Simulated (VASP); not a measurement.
Set up this calculation in VASP 6.6.1, as the native input.

| Quantity | Value |
| --- | --- |
| Task | relaxation of the atoms |
| Functional | PBE |
| Potentials or basis | VASP PAW PBE potentials, release 64 (Sn_d, Se) |
| Cutoff | 600 eV |
| k mesh | 8 × 8 × 8 |
| Occupations | gaussian, width 0.03 eV |
| Spin | no spin polarisation |
| Further INCAR settings | ALGO = Normal; EDIFF = 1e-07; IBRION = 2; EDIFFG = -0.01; NSW = 40 |

The structure of SnSe lies in POSCAR:

```
SnSe                                    
1.0
    3.7340709393      0.0000000000      0.0000000000
    0.0000000000      3.7340709393      0.0000000000
    0.0000000000      0.0000000000      3.7340709393
  Sn              Se            
     1     1
Direct
     0.5000000000000000    0.5000000000000000    0.5000000000000000
     0.0000000000000000    0.0000000000000000    0.0000000000000000
```

Measurements of this composition are mostly on another form, of space group No. 62.

The cell isn't the ideal one: a relaxed cell with its volume scaled by 1.04.

These files were run (other wordings do the same):

INCAR

```
SYSTEM = SnSe
  ALGO = Normal
  EDIFF = 1E-7
  EDIFFG = -0.01
  ENCUT = 600
  GGA = PE
  IBRION = 2
  ISIF = 2
  ISMEAR = 0
  LASPH = .True.
  LCHARG = .False.
  LREAL = .False.
  LWAVE = .False.
  NELM = 80
  NSW = 40
  PREC = Accurate
  SIGMA = 0.03
```

KPOINTS

```
k-points
0
Gamma
  8 8 8
  0 0 0
```

Potentials or basis: VASP PAW PBE potentials, release 64 (Sn_d, Se).

The run is started by

```sh
$ cat potpaw_PBE.64/Sn_d/POTCAR potpaw_PBE.64/Se/POTCAR > POTCAR
$ mpirun -np 1 vasp_std > vasp.out
```

Results of the run:

```
Pressure after relaxing : -1.8 GPa
Band gap on the k mesh  : none (metal or under the smearing width)
```

Caveat: the relaxation stopped at its first step, so nothing moved.

Run time: 13 s on 1 thread of Intel(R) Xeon(R) 6975P-C (Granite Rapids), with other jobs on the host, peak memory 0.18 GiB.
